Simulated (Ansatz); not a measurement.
LaAlO3 (cubic perovskite)

```
CELL_PARAMETERS angstrom
      3.78694     0.00000     0.00000
      0.00000     3.78694     0.00000
      0.00000     0.00000     3.78694
ATOMIC_POSITIONS crystal
  La 0.00000 0.00000 0.00000
  Al 0.50000 0.50000 0.50000
  O  0.00000 0.50000 0.50000
  O  0.50000 0.50000 0.00000
  O  0.50000 0.00000 0.50000
```

E(V) scan at fixed shape, V₀ the volume above. Symmetry pins the atoms to their sites.

All values below come from r2SCAN (plane waves to 500 eV, PAW, scalar-relativistic; Ansatz, a first-principles code). k mesh 9×9×9 (Γ-centred), Fermi-Dirac smearing 0.05 eV. Energies are smeared free energies. Stress and pressure are positive under compression. LaAlO3 is run without spin polarisation. LaAlO3 was relaxed with its symmetry unable to fall. This is a high-temperature form of LaAlO3. The zero of ΔE is the relaxed starting cell.

```
V (Å³/atom)  ΔE (meV/atom)
-----------  -------------
10.210                28.8
10.319                19.7
10.427                12.4
10.536                 6.8
10.644                 3.0
10.753                 0.7
10.862                 0.0
10.970                 0.7
11.079                 2.8
11.188                 6.1
11.296            withheld
11.405                16.5
11.513                23.4
```

Problem. Fit a third-order Birch-Murnaghan form (E₀, V₀, B₀, B₀′ free) to the given rows and predict ΔE at V = 11.296.

Solution. Least squares on the 12 given rows: ΔE = E₀ + (9V₀B₀/16)·y²·[2 + (B₀′ − 4)y], y = (V₀/V)^(2/3) − 1, with V₀ = 10.863 Å³/atom, B₀ = 212.4 GPa (160.2 GPa = 1 eV/Å³; the term in eV is multiplied by 1000), B₀′ = 4.07, E₀ = -0.01 meV/atom; root-mean-square residual 0.04 meV/atom. At 11.296 the fit gives 10.7 meV/atom; the calculation gives 10.7 meV/atom, the same to the digits shown. For the pressure the fit gives -7.7 GPa against the computed -7.7 GPa.

(A scan under strain: stresses follow from slopes of the energy per volume, elastic moduli from its curvatures.)
